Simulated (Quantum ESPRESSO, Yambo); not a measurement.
# Excitons of BaS (Fm-3m): kernels and approximations, part 3 of 4

Wanted: excitons and ε₂ of BaS (Fm-3m), with cost.

Quantum ESPRESSO 7.5 and Yambo 5.3.0; PBE and many-body steps on it, plane waves. Known limits of the many-body steps: not at the basis limit; no spin-orbit coupling; bindings not settled in the k mesh.

So far. Step 8 (Triplet (no exchange term)): The lowest triplet lies at 3.177 eV; without spin-orbit coupling triplets are dark, so no spectrum is read. Step 9 (Empty states on the mesh, 6×6×6 mesh, 23 bands): On this mesh the gap is 2.146 eV.

**11. k mesh (6×6×6)**

This step: Bethe-Salpeter equation on PBE with a scissors shift, plane waves, norm-conserving pseudopotentials.

Contents of bse6.in:

```
optics
bss
bse
em1s
dipoles
rim_cut
RandQpts= 1000000
RandGvec= 1 RL
Chimod= "HARTREE"
BSKmod= "SEX"
BSEmod= "resonant"
BSSmod= "d"
BSENGexx= 20 Ry
BSENGBlk= 4 Ry
% BSEQptR
 1 | 1 |
%
% BSEBands
 6 | 9 |
%
% BEnRange
 0 | 6 | eV
%
% BDmRange
 0.1 | 0.1 | eV
%
BEnSteps= 121
% BLongDir
 1 | 0 | 0 |
%
% BndsRnXs
 2 | 23 |
%
NGsBlkXs= 4 Ry
% LongDrXs
 1 | 1 | 1 |
%
% KfnQP_E
 1.433 | 1.0 | 1.0 |
%
WRbsWF
FFTGvecs= 30 Ry
```

Started as:

```console
$ OMP_NUM_THREADS=1 mpirun -n 4 yambo -F bse6.in -J bse6 -C bse6 > bse6.log
```

Log:

```text
 Yambo, version 5.3.0

 [02] CORE Variables Setup
 =========================

  [... cell, symmetries and grids as in the set-up ...]

  [02.05] Energies & Occupations
  ==============================

  [X] === General ===
  [X] Electronic Temperature                        :  0.000000  0.000000 [eV K]
  [X] Bosonic    Temperature                        :  0.000000  0.000000 [eV K]
  [X] Finite Temperature mode                       : no
  [X] El. density                                   :  0.24558E+24 [cm-3]
  [X] Fermi Level                                   :  5.894091 [eV]

  [X] === Gaps and Widths ===
  [X] Conduction Band Min                           :  2.146280 [eV]
  [X] Valence Band Max                              :  0.000000 [eV]
  [X] Filled Bands                                  :   8
  [X] Empty Bands                                   :   9  23
  [X] Direct Gap                                    :  2.272370 [eV]
  [X] Direct Gap localized at k                     :  13
  [X] Indirect Gap                                  :  2.146280 [eV]
  [X] Indirect Gap between kpts                     :   1  13
  [X] Last valence band width                       :  1.057937 [eV]
  [X] 1st conduction band width                     :  3.430145 [eV]

 [03] Transferred momenta grid and indexing
 ==========================================

 [BZ sampling] Q-grid is User defined and/or read from the database

 IBZ Q-points                                      :  16
 BZ  Q-points                                      :  216

 K/Q-points units:
 rlu = crystal or reduced units; cc = cartesian coordinates; iku = interal k-units

 Q [ 1]         [rlu]:  0.000000  0.000000  0.000000
 Q [ 2]         [rlu]:  0.40418E-17  0.40418E-17  0.16667
[...]
Global Gauge                                     : length
  X matrix size                                    :   65
  X band range                                     :   2  23
  X e/h energy range                               : -1.000000 -1.000000 [eV]
  X Time ordering                                  : T
  X Hxc Kernel                                     : HARTREE
  X Drude frequency                                :  0.000000  0.000000
  X poles                                          :  100.0000 [o/o]
  RL vectors in the sum                            :  1291
  [r,Vnl] included                                 : yes
  Field direction                                  :  0.577350E-5  0.577350E-5  0.577350E-5
  BZ energy Double Grid                            : no
  BZ energy DbGd points                            : 0
  BZ Q point size factor                           : -1.000000
  X Optical Averaged directions                    : none

 [08] Bethe Salpeter Equation driver
 ===================================

  [08.01] Bethe Salpeter Equation @q1
  ===================================

   [08.01.01] Transition pre-analysis @q1
   ======================================

   [08.01.02] Transition Groups build-up @q1
   =========================================

   [BSK] Transition groups (total):   32
   [BSK] Size (resonant):   648
   [BSK]         (total):   648
   [BSK] N. of matrices :  1

   [08.01.03] Loading Dipoles @q1
   ==============================

   [08.01.04] Independent Particles properties @q1
   ===============================================

   ==========================================================

   [BSE] Exchange components :   701
   [BSE] Correlation components :    65   385

    [08.01.05.01] Screened interaction header I/O
    =============================================

    [08.01.05.02] Main kernel loop
    ==============================

    [08.01.05.03] Wave-Function Phases
    ==================================

    [BSE] WF phases found       :  67.51302 [o/o]

   [08.01.06] BSE solver(s) @q1
   ============================

   [08.01.07] Diago Solver @q1
   ===========================

 [11] Game Over & Game summary
```

It took 8.8 s on 4 MPI ranks of Arm Neoverse V1, shared host; peak memory 1.1 GiB; 31 s of CPU time.

Numbers from this step:

| Quantity | Value |
| --- | --- |
| transitions in the window | 648 |
| direct gap of the transition levels | 3.705 eV |
| lowest state | 3.345 eV |
| first strong exciton (over a fiftieth of the strongest listed) | 3.353 eV |
| binding of the lowest state below the direct gap | 0.3607 eV |
| Coulomb term of one mesh cell | 0.3783 eV |

The binding is 0.95 times the screened Coulomb term of one mesh cell (0.38 eV), so it is not shown settled.

The lowest state lies at 3.345 eV, 0.361 eV under the direct gap.

The window of bands is narrower than in the first exciton run, so this row is not like for like with it.

**12. Triplet (no exchange term)**

bse7.in, as its differences from bse6.in of step 11:

```diff
@@ -12,3 +12,3 @@
 BSSmod= "d"
-BSENGexx= 20 Ry
+BSENGexx= 1 RL
 BSENGBlk= 4 Ry
```

Started as:

```console
$ OMP_NUM_THREADS=1 mpirun -n 4 yambo -F bse7.in -J bse7,bse6_W -C bse7 > bse7.log
```

Log:

```text
 Yambo, version 5.3.0

 [02] CORE Variables Setup
 =========================

  [... cell, symmetries and grids as in the set-up ...]

  [02.05] Energies & Occupations
  ==============================

  [X] === General ===
  [X] Electronic Temperature                        :  0.000000  0.000000 [eV K]
  [X] Bosonic    Temperature                        :  0.000000  0.000000 [eV K]
  [X] Finite Temperature mode                       : no
  [X] El. density                                   :  0.24558E+24 [cm-3]
[...]
X T_space Kernel sum :      0.3370s P2 (272 calls,   1.239 msec avg) [MAX]      0.2721s P4 (256 calls,   1.063 msec avg) [min]
                     T_space CORR Osc. :      0.3685s P4 (128 calls,   2.879 msec avg) [MAX]      0.3102s P1 (136 calls,   2.281 msec avg) [min]
                      X T_space Kernel :      0.9160s P3 [MAX]      0.9022s P2 [min]
      SERIAL_HERMITIAN_diagonalization :      0.9477s P2 [MAX]      0.9393s P1 [min]
                        LINEAR ALGEBRA :      0.9477s P2 [MAX]      0.9393s P1 [min]
                          Diago Solver :      0.9889s P1 [MAX]      0.9754s P4 [min]

 [11] Game Over & Game summary
[key lines of the parts left out:]
Dipoles :      0.0036s P3 [MAX]      0.0034s P4 [min]
```

Run time: 2.8 s. Hardware: 4 MPI ranks; peak memory 1 GiB.

The lowest triplet lies at 3.329 eV; without spin-orbit coupling triplets are dark, so no spectrum is read.

**13. Empty states on the mesh, 8×8×8 mesh, 23 bands**

This step: Quantum ESPRESSO 7.5; DFT, PBE, plane waves, norm-conserving pseudopotentials.

Contents of pw.in:

```
&control
  calculation = 'nscf'
  prefix = 'x'
  outdir = 'o'
  pseudo_dir = 'pseudo'
/
&system
  ibrav = 0
  nat = 2
  ntyp = 2
  ecutwfc = 40.0
  nbnd = 23
  force_symmorphic = .true.
/
&electrons
  conv_thr = 1e-9
  electron_maxstep = 80
  diago_full_acc = .true.
  diago_thr_init = 5e-6
/
ATOMIC_SPECIES
  Ba 137.33 Ba.upf
  S 32.06 S.upf
CELL_PARAMETERS angstrom
  0.0000000000 3.1937500000 3.1937500000
  3.1937500000 0.0000000000 3.1937500000
  3.1937500000 3.1937500000 0.0000000000
ATOMIC_POSITIONS crystal
  Ba 0.0000000000 0.0000000000 0.0000000000
  S 0.5000000000 0.5000000000 0.5000000000
K_POINTS automatic
  8 8 8 0 0 0
```

Started as:

```console
$ OMP_NUM_THREADS=1 mpirun -n 4 pw.x -nk 4 -in pw.in > pw.out
```

Log:

```text
[banner, memory and clock lines left out]
Program PWSCF v.7.5 starts

     Atomic positions and unit cell read from directory:
     o/x.save/

     Message from routine setup:
     using ibrav=0 with symmetry is DISCOURAGED, use correct ibrav instead

     G-vector sticks info

     bravais-lattice index     =            0
     lattice parameter (alat)  =       8.5352  a.u.
     unit-cell volume          =     439.6725 (a.u.)^3
     number of atoms/cell      =            2
     number of atomic types    =            2
     number of electrons       =        16.00
[...]
9.7892  10.0303  10.0303  10.1240  11.1711  11.1711  15.0708  19.2906
    19.7223  19.7223  22.6856  22.6856  23.0942  23.0943  23.3923

          k = 0.1768 0.1768-0.1768 (  1886 PWs)   bands (ev):

   -20.1382  -5.9332  -5.2206  -5.2206  -3.6614   4.7661   5.2860   5.2860
    10.0143  10.6756  10.6756  11.3043  12.2966  12.2966  16.3395  17.8477
    17.8840  17.8840  20.7901  20.7901  22.6354  23.6990  23.6990

          k = 0.2652 0.2652-0.2652 (  1880 PWs)   bands (ev):

     [... further k-points ...]

     highest occupied, lowest unoccupied level (ev):     5.8941    8.0404

     XML data file, pseudopotentials, collected wavefunctions
```

Wall time 3.7 s (4 MPI ranks); peak memory 0.19 GiB; 14 s of CPU time.

This step gave:

```yaml
gap: 2.146 eV
k_of_the_valence_top: 0, 0, 0
k_of_the_conduction_bottom: 0, -0.5, -0.5
least_direct_gap: 2.272 eV
k_points_computed: 29
lowest_point_of_the_top_converged_band_above_the_valence_top: 15.68 eV
```

On this mesh the gap is 2.146 eV.

**14. Conversion and set-up**

This step: Yambo 5.3.0; conversion and set-up on PBE, plane waves, norm-conserving pseudopotentials.

Started as:

```console
$ (cd o/x.save; p2y > p2y.log; mv SAVE ../..); yambo > setup.log
```

Log:

```text
 Yambo, version 5.3.0

 [02] CORE Variables Setup
 =========================

  [02.01] Unit cells
  ==================

  Cell kind             :  FCC
  Atoms in the cell     :  Ba  S
  number of Ba atoms    :  1
  number of S  atoms    :  1

  List of atomic masses
  Mass of Ba    :  137.3300
  Mass of S     :  32.06000

  List of atomic coordinates    : [cc]
  Ba1       :  0.000000  0.000000  0.000000  order 1
  S1       :  6.035313  6.035313  6.035313  order 2

  Alat factors          :  6.035313  6.035313  6.035313 [a.u.]
  Direct lattice volume :  439.6725 [a.u.]
[...]
Q [ 1]         [rlu]:  0.000000  0.000000  0.000000
 Q [ 2]         [rlu]:  0.37157E-17  0.37157E-17  0.12500
 Q [ 3]         [rlu]:  0.74313E-17  0.74313E-17  0.25000
[...]
Q [ 8]         [rlu]:  0.74313E-17  0.12500      0.37500
 Q [ 9]         [rlu]:  0.20645E-16  0.12500      0.50000
 Q [10]         [rlu]: -0.68184E-16  0.12500     -0.37500
     [... 17 further rows ...]
 Q [28]         [rlu]:  0.125000 -0.500000 -0.375000
 Q [29]         [rlu]:  0.250000 -0.500000 -0.250000

  [03.01] X indexes
  =================

   [03.01.01] Sigma indexes
   ========================

 [06] Game Over & Game summary
```

It took 2.5 s on 1 MPI rank; peak memory 0.24 GiB.

**15. k mesh (8×8×8)**

This step: Bethe-Salpeter equation on PBE with a scissors shift, plane waves, norm-conserving pseudopotentials.

bse9.in, as its differences from bse7.in of step 12:

```diff
@@ -12,3 +12,3 @@
 BSSmod= "d"
-BSENGexx= 1 RL
+BSENGexx= 20 Ry
 BSENGBlk= 4 Ry
@@ -18,3 +18,3 @@
 % BSEBands
- 6 | 9 |
+ 6 | 10 |
 %
```

Started as:

```console
$ OMP_NUM_THREADS=1 mpirun -n 4 yambo -F bse9.in -J bse9 -C bse9 > bse9.log
```

Log:

```text
 Yambo, version 5.3.0

 [02] CORE Variables Setup
 =========================

  [... cell, symmetries and grids as in the set-up ...]

  [02.05] Energies & Occupations
  ==============================

  [X] === General ===
  [X] Electronic Temperature                        :  0.000000  0.000000 [eV K]
  [X] Bosonic    Temperature                        :  0.000000  0.000000 [eV K]
  [X] Finite Temperature mode                       : no
  [X] El. density                                   :  0.24558E+24 [cm-3]
[...]
[08.01.04] Independent Particles properties @q1
   ===============================================

   ==========================================================

   [BSE] Exchange components :   701
   [BSE] Correlation components :    65   385

    [08.01.05.01] Screened interaction header I/O
    =============================================

    [08.01.05.02] Main kernel loop
    ==============================

    [08.01.05.03] Wave-Function Phases
    ==================================

    [BSE] WF phases found       :  76.43678 [o/o]

   [08.01.06] BSE solver(s) @q1
   ============================

   [08.01.07] Diago Solver @q1
   ===========================

 [11] Game Over & Game summary
```

The job ended after 2.1 min (4 MPI ranks; peak memory 1.8 GiB; 8.4 min of CPU time).

This step gave:

* transitions in the window: 3072
* direct gap of the transition levels: 3.705 eV
* lowest state: 3.412 eV
* first strong exciton (over a fiftieth of the strongest listed): 3.422 eV
* binding of the lowest state below the direct gap: 0.2933 eV
* Coulomb term of one mesh cell: 0.2854 eV

The binding is 1.0 times the screened Coulomb term of one mesh cell (0.29 eV), so it is not shown settled.

The lowest state lies at 3.412 eV, 0.293 eV under the direct gap.

The ε₂ has structure finer than the step of the table below, so its rows give means over 0.2 eV, whole bins alone (the curve runs from 0 to 6 eV). Peaks (eV: height): BSE 3.45: 3.62, 3.90: 4.53, 4.75: 3.87, 5.25: 4.29; no electron-hole interaction 4.60: 2.64, 5.55: 4.39.

Field along x; broadening 0.1 eV; transition window only. Limits: finite bands, cutoff and mesh; no spin-orbit coupling; exciton not shown settled in the k mesh. ε₂ against photon energy; means over each step:

```csv
photon energy (eV),BSE,no electron-hole interaction
0.2,0.0195,0.0135
0.4,0.0215,0.0146
0.6,0.0238,0.0158
0.8,0.0265,0.0172
1.0,0.0297,0.0188
1.2,0.0336,0.0207
1.4,0.0385,0.0229
1.6,0.0446,0.0256
1.8,0.0525,0.0287
2.0,0.0631,0.0326
2.2,0.0778,0.0374
2.4,0.0995,0.0437
2.6,0.134,0.0520
2.8,0.197,0.0637
3.0,0.342,0.0816
3.2,0.879,0.113
3.4,2.98,0.186
3.6,3.27,0.493
3.8,3.28,0.954
4.0,3.31,1.08
4.2,2.68,1.91
4.4,2.07,2.10
4.6,2.54,2.44
4.8,3.39,1.86
5.0,2.81,2.37
5.2,3.82,2.60
5.4,2.65,2.86
5.6,2.59,3.66
5.8,2.94,2.45
```

The window of bands is narrower than in the first exciton run, so this row is not like for like with it.

The program warns that the window of bands cuts a degenerate level, which breaks the symmetry of states and spectrum.

**16. Triplet (no exchange term)**

bse10.in, as its differences from bse9.in of step 15:

```diff
@@ -12,3 +12,3 @@
 BSSmod= "d"
-BSENGexx= 20 Ry
+BSENGexx= 1 RL
 BSENGBlk= 4 Ry
```

Started as:

```console
$ OMP_NUM_THREADS=1 mpirun -n 4 yambo -F bse10.in -J bse10,bse9_W -C bse10 > bse10.log
```

Log:

```text
 Yambo, version 5.3.0

 [02] CORE Variables Setup
 =========================

  [... cell, symmetries and grids as in the set-up ...]

  [02.05] Energies & Occupations
  ==============================

  [X] === General ===
  [X] Electronic Temperature                        :  0.000000  0.000000 [eV K]
  [X] Bosonic    Temperature                        :  0.000000  0.000000 [eV K]
  [X] Finite Temperature mode                       : no
  [X] El. density                                   :  0.24558E+24 [cm-3]
[...]
[06] Dipoles
 ============

  [06.01] Setup: observables and procedures
  =========================================

  [WARNING] [r,Vnl^pseudo] included in position and velocity dipoles.

  [WARNING] In case H contains other non local terms, these are neglected

 [07] Static Dielectric Matrix
 =============================

    [08.01.05.02] Main kernel loop
    ==============================

    [08.01.05.03] Wave-Function Phases
    ==================================

    [BSE] WF phases found       :  76.43678 [o/o]

   [08.01.06] BSE solver(s) @q1
   ============================

   [08.01.07] Diago Solver @q1
   ===========================

 [11] Game Over & Game summary
```

Run time: 1.7 min. Hardware: 4 MPI ranks; peak memory 1.7 GiB.

The lowest triplet lies at 3.392 eV; without spin-orbit coupling triplets are dark, so no spectrum is read.

The program warns that the window of bands cuts a degenerate level, which breaks the symmetry of states and spectrum.

**17. Empty states on the mesh, 10×10×10 mesh, 23 bands**

This step: Quantum ESPRESSO 7.5; DFT, PBE, plane waves, norm-conserving pseudopotentials.

pw.in, as its differences from that of step 13:

```diff
@@ -31,2 +31,2 @@
 K_POINTS automatic
-  8 8 8 0 0 0
+  10 10 10 0 0 0
```

Started as:

```console
$ OMP_NUM_THREADS=1 mpirun -n 4 pw.x -nk 4 -in pw.in > pw.out
```

Log:

```text
[banner, memory and clock lines left out]
Program PWSCF v.7.5 starts

     Atomic positions and unit cell read from directory:
     o/x.save/

     Message from routine setup:
     using ibrav=0 with symmetry is DISCOURAGED, use correct ibrav instead

     G-vector sticks info

     bravais-lattice index     =            0
     lattice parameter (alat)  =       8.5352  a.u.
     unit-cell volume          =     439.6725 (a.u.)^3
     number of atoms/cell      =            2
     number of atomic types    =            2
     number of electrons       =        16.00
[...]
9.7671   9.9435   9.9487   9.9487  11.0155  11.0155  14.8559  19.6627
    20.0159  20.0159  22.8195  22.8196  23.2128  23.2461  23.2462

          k = 0.1414 0.1414-0.1414 (  1901 PWs)   bands (ev):

   -20.1450  -5.7710  -5.2148  -5.2148  -3.8383   5.0559   5.4509   5.4509
     9.8852  10.3729  10.3729  10.8132  11.7898  11.7898  15.8807  18.2299
    18.6611  18.6611  21.5685  21.5685  23.4059  23.4059  23.5333

          k = 0.2121 0.2121-0.2121 (  1892 PWs)   bands (ev):

     [... further k-points ...]

     highest occupied, lowest unoccupied level (ev):     5.8941    8.0404

     XML data file, pseudopotentials, collected wavefunctions
```

It took 5.3 s on 4 MPI ranks; peak memory 0.19 GiB.

Numbers from this step:

```
gap                                                           : 2.146 eV
k of the valence top                                          : 0, 0, 0
k of the conduction bottom                                    : 0, -0.5, -0.5
least direct gap                                              : 2.272 eV
k points computed                                             : 47
lowest point of the top converged band, above the valence top : 15.72 eV
```

On this mesh the gap is 2.146 eV.

**18. Conversion and set-up**

This step: Yambo 5.3.0; conversion and set-up on PBE, plane waves, norm-conserving pseudopotentials.

Started as:

```console
$ (cd o/x.save; p2y > p2y.log; mv SAVE ../..); yambo > setup.log
```

Log:

```text
 Yambo, version 5.3.0

 [02] CORE Variables Setup
 =========================

  [02.01] Unit cells
  ==================

  Cell kind             :  FCC
  Atoms in the cell     :  Ba  S
  number of Ba atoms    :  1
  number of S  atoms    :  1

  List of atomic masses
  Mass of Ba    :  137.3300
  Mass of S     :  32.06000

  List of atomic coordinates    : [cc]
  Ba1       :  0.000000  0.000000  0.000000  order 1
  S1       :  6.035313  6.035313  6.035313  order 2

  Alat factors          :  6.035313  6.035313  6.035313 [a.u.]
  Direct lattice volume :  439.6725 [a.u.]
[...]
Q [ 1]         [rlu]:  0.000000  0.000000  0.000000
 Q [ 2]         [rlu]:  0.10916E-16 -0.29618E-17  0.10000
 Q [ 3]         [rlu]:  0.21284E-16 -0.64711E-17  0.20000
[...]
Q [ 8]         [rlu]:  0.10368E-16  0.10000      0.20000
 Q [ 9]         [rlu]:  0.21284E-16  0.10000      0.30000
 Q [10]         [rlu]:  0.46899E-16  0.10000      0.40000
     [... 35 further rows ...]
 Q [46]         [rlu]:  0.200000  0.400000 -0.300000
 Q [47]         [rlu]:  0.200000 -0.500000 -0.300000

  [03.01] X indexes
  =================

   [03.01.01] Sigma indexes
   ========================

 [06] Game Over & Game summary
```

It took 2.9 s on 1 MPI rank; peak memory 0.25 GiB.

[end of part 3 of 4]

[Paths, hosts, dates, memory and timing lines, banners, echoed tables and standing remarks are left out of the program output.]

[Logs are printed without paths, hosts, clocks, repeated set-up lines and the standing remarks that a program may print on its own settings, such as how far it seeks lower states.]

[Runs of the session that timed out or met a known fault of the program may be left out.]

[Hosts, paths, dates, database ids (printed as entryN), source tags and the programs' standing remarks are cut or masked in the printed files.]
